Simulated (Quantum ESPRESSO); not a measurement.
MoS2, 3 atoms in the cell. The cell holds a slab with vacuum, 3 atoms: a = 3.184 Å, b = 3.184 Å, c = 17.335 Å, α = 90.00°, β = 90.00°, γ = 120.00°. 

```yaml
Program: Quantum ESPRESSO 7.5
Task: band structure
Functional: PBEsol
Potentials_or_basis: GBRV 1.5 PBEsol
Cutoff: 612 eV
Density_cutoff: 4898 eV
k_mesh: 10 × 10 × 2
Occupations: fermi-dirac, width 0.05 eV
Spin: no spin polarisation
Mixing_beta: 0.5
Most_SCF_iterations: 120
SCF_threshold: 6e-10 Ry
```

Potentials or basis: GBRV 1.5 PBEsol.

The run is started by

```console
$ OMP_NUM_THREADS=1 mpirun -n 2 pw.x -nk 2 -in pw.in > pw.out
$ OMP_NUM_THREADS=1 mpirun -n 2 pw.x -nk 2 -in bands.in > bands.out
```

Hardware: 2 MPI ranks on Intel(R) Xeon(R) Platinum 8488C (Sapphire Rapids) (shared host).

Q: How long does it take, and how much memory?

A: It took 72 s on 2 MPI ranks on Intel(R) Xeon(R) Platinum 8488C (Sapphire Rapids) (shared host), peak memory 0.6 GiB a rank. Counts: scf iterations 9, k pools 2, bands 20, k points 28, g dense 118481.
